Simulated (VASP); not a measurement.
**VASP 6.6.1 run: NaH**

INCAR

```
SIGMA = 0.3
LASPH = .TRUE.
ISIF = 2
PREC = Accurate
IVDW = 12
IBRION = -1
ENCUT = 520
NSW = 0
LREAL = .FALSE.
ISMEAR = 1
LWAVE = .FALSE.
EDIFF = 1E-7
GGA = PE
LCHARG = .FALSE.
NELM = 75
NBANDS = 11
```

KPOINTS

```
KPOINTS created by Atomic Simulation Environment
0
Gamma
10 10 10
0 0 0
```

POSCAR

```
Na H
 1.0000000000000000
     0.0000000000000000    2.3975116422000000    2.2829105856999998
     2.3975116422000000    0.0000000000000000    2.2829105856999998
     2.3975116422000000    2.3975116422000000    0.0000000000000000
 Na  H
   1   1
Cartesian
  0.0000000000000000  0.0000000000000000  0.0000000000000000
  2.3975116421999996  2.3975116421999996  2.2829105856999994
```

The recommended PBE PAW datasets give the neutral cell 8 valence electrons.

Command

```
mpirun -np 1 vasp_std
```

OSZICAR

```
N       E                     dE             d eps       ncg     rms          rms(c)
DAV:   1     0.379801694295E+02    0.37980E+02   -0.45770E+03  2265   0.761E+02
DAV:   2    -0.417332284321E+01   -0.42153E+02   -0.41054E+02  2346   0.198E+02
DAV:   3    -0.549588718923E+01   -0.13226E+01   -0.13240E+01  2742   0.333E+01
DAV:   4    -0.550415024915E+01   -0.82631E-02   -0.82616E-02  2599   0.263E+00
DAV:   5    -0.550421932836E+01   -0.69079E-04   -0.69078E-04  2570   0.245E-01    0.326E+00
DAV:   6    -0.516105221981E+01    0.34317E+00   -0.31690E-01  2633   0.290E+00    0.153E+00
DAV:   7    -0.506341798030E+01    0.97634E-01   -0.32458E-01  2541   0.226E+00    0.345E-01
DAV:   8    -0.506768253922E+01   -0.42646E-02   -0.97066E-03  2520   0.997E-01    0.678E-02
DAV:   9    -0.506766643760E+01    0.16102E-04   -0.10683E-03  2672   0.361E-01    0.234E-02
DAV:  10    -0.506764917359E+01    0.17264E-04   -0.60261E-05  2528   0.503E-02    0.411E-03
DAV:  11    -0.506765171699E+01   -0.25434E-05   -0.52569E-06  2547   0.108E-02    0.317E-03
DAV:  12    -0.506765143168E+01    0.28531E-06   -0.22941E-07  2610   0.302E-03    0.260E-04
DAV:  13    -0.506765144428E+01   -0.12600E-07   -0.66140E-09  1401   0.591E-04
   1 F= -.53762700E+01 E0= -.53781058E+01  d E =0.550747E-02
```

Standard output (part)

```
POSCAR found type information on POSCAR NaH
 POSCAR found :  2 types and       2 ions
 LDA part: xc-table for (Slater+PW92), standard interpolation
 POSCAR, INCAR and KPOINTS ok, starting setup
 WAVECAR not read
 entering main loop
```

From OUTCAR

```
k-points           NKPTS =    102   k-points in BZ     NKDIM =    102   number of bands    NBANDS=     11

   NELECT =       8.0000    total number of electrons

   dimension x,y,z NGX =    28 NGY =   28 NGZ =   28
   dimension x,y,z NGXF=    56 NGYF=   56 NGZF=   56

  energy-cutoff  :      520.00
  volume of cell :       26.24
      direct lattice vectors                 reciprocal lattice vectors
     0.000000000  2.397511642  2.282910586    -0.208549561  0.208549561  0.219018652
     2.397511642  0.000000000  2.282910586     0.208549561 -0.208549561  0.219018652
     2.397511642  2.397511642  0.000000000     0.208549561  0.208549561 -0.219018652

 k-points in reciprocal lattice and weights: KPOINTS created by Atomic Simulation Env
   0.00000000  0.00000000  0.00000000       0.001
   0.10000000  0.00000000  0.00000000       0.008
   0.20000000  0.00000000  0.00000000       0.008
   0.30000000  0.00000000  0.00000000       0.008
   0.40000000  0.00000000  0.00000000       0.008
   0.50000000  0.00000000  0.00000000       0.004
   0.10000000  0.10000000  0.00000000       0.002
   0.20000000  0.10000000  0.00000000       0.008
   ...

 E-fermi :  -0.7629

 k-point     1 :       0.0000    0.0000    0.0000
  band No.  band energies     occupation
      1     -22.8542      2.00000
      2     -22.8542      2.00000
      3     -22.8368      2.00000
      4      -4.6985      2.00000
      5      10.1563      0.00000
      6      15.2122      0.00000
      7      15.2122      0.00000
      8      15.4700      0.00000
      9      16.2980      0.00000
     10      16.2980      0.00000
     11      16.3916      0.00000

 k-point     2 :       0.1000    0.0000    0.0000
  band No.  band energies     occupation
      1     -22.8631      2.00000
      2     -22.8560      2.00000
      3     -22.8406      2.00000
      4      -4.5152      2.00000
      5       9.5400      0.00000
      6      13.1179      0.00000
      7      14.5467      0.00000
      8      14.8380      0.00000
      9      16.9973      0.00000
     10      17.0470      0.00000
     11      17.2485      0.00000

 k-point     3 :       0.2000    0.0000    0.0000
  band No.  band energies     occupation
      1     -22.8914      2.00000
      2     -22.8605      2.00000
      3     -22.8454      2.00000
      4      -3.9831      2.00000
      5       7.7757      0.00000
      6      11.5744      0.00000
      7      13.7272      0.00000
      8      14.1851      0.00000
      9      17.1307      0.00000
     10      17.7758      0.00000
     11      18.2878      0.00000

 k-point     4 :       0.3000    0.0000    0.0000
  band No.  band energies     occupation
      1     -22.9278      2.00000
      2     -22.8660      2.00000
      3     -22.8492      2.00000
      4      -3.1675      2.00000
      5       5.6209      0.00000
      6      10.8397      0.00000
      7      13.1062      0.00000
      8      13.7108      0.00000
      9      16.4997      0.00000
     10      17.4555      0.00000
     11      19.0984      0.00000

 k-point     5 :       0.4000    0.0000    0.0000
  band No.  band energies     occupation
      1     -22.9573      2.00000
      2     -22.8705      2.00000
      3     -22.8520      2.00000
      4      -2.2507      2.00000
      5       3.8103     -0.00000
      6      10.4876      0.00000
      7      12.7223      0.00000
      8      13.4256      0.00000
      9      16.0188      0.00000
     10      16.9975      0.00000
     11      19.1222      0.00000

 ...

  Total      -0.10099    -0.10099     0.24124     0.00000    -0.00000     0.00000
  in kB      -6.16551    -6.16551    14.72696     0.00000    -0.00000     0.00000
  external pressure =        0.80 kB  Pullay stress =        0.00 kB

 POSITION                                       TOTAL-FORCE (eV/Angst)
 -----------------------------------------------------------------------------------
      0.00000      0.00000      0.00000         0.000000      0.000000      0.000000
      2.39751      2.39751      2.28291        -0.000000      0.000000     -0.000000
 -----------------------------------------------------------------------------------
    total drift:                               -0.000000     -0.000000     -0.000000

  FREE ENERGIE OF THE ION-ELECTRON SYSTEM (eV)
  ---------------------------------------------------
  free  energy   TOTEN  =        -5.3762699519 eV

  energy  without entropy=       -5.3817774211  energy(sigma->0) =       -5.37810577
```

It converged. Results: gap between bands v and c on the k mesh 3.85 eV; least direct gap on the k mesh 4.78 eV; pressure 0.1 GPa. Band v is the last that the valence electrons fill when counted band by band, and c is the next.

For comparison, a separate PBE run of the intended cell, on usual settings and not on those above, gives a gap of 3.85 eV on its mesh and a pressure of 2.0 GPa.

The run above took about 23 s on one core of a shared host (Intel Xeon Platinum 8488C) and held 0.16 GiB at most.
